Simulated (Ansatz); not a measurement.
# Ru: the cost of one run

Computed with Ansatz 0.2.0 (DFT LDA, scalar-relativistic, plane waves, PAW, unless a step's input says otherwise).

This is Ru in the fcc structure; at room conditions it is hcp.

### Step 1. The system as given

The structure is cubic, space group Fm-3m (No. 225). Conventional cell: a = 3.830 Å, b = 3.830 Å, c = 3.830 Å, α = 90.00°, β = 90.00°, γ = 90.00°. Around Ru (site symmetry m-3m) lie 12 Ru at 2.71 Å.

As a file:

```
Ru
1.0
     0.00000    1.91500    1.91500
     1.91500    0.00000    1.91500
     1.91500    1.91500    0.00000
Ru
1
Direct
  0.00000 0.00000 0.00000
```

The cell is taken as given, not relaxed at this level.

### Step 2. Zero of the scan

Contents of input.yaml:

```yaml
crystal:
  lattice:
    - [0.0, 1.915, 1.915]
    - [1.915, 0.0, 1.915]
    - [1.915, 1.915, 0.0]
  atoms:
    - { symbol: Ru, position: [0.0, 0.0, 0.0] }
basis:
  ecutwfc: 420
kpoints:
  mp_grid: { grid: [24, 24, 24] }
hamiltonian:
  xc: lda
scf:
  occupations: { method: gaussian, width: 0.15 }
output:
  forces: true
  stress: true
  eigenvalues: true
```

Launch:

```
ansatz run input.yaml --threads 1 --pin off --max-ram 1228MiB --backend cpu --events-out ev --progress --plain --runs-dir out
```

Q: Estimate wall time and peak memory on 1 thread of an x86-64 CPU, shared host.

About 1.6 s, with a peak of 0.46 GiB.
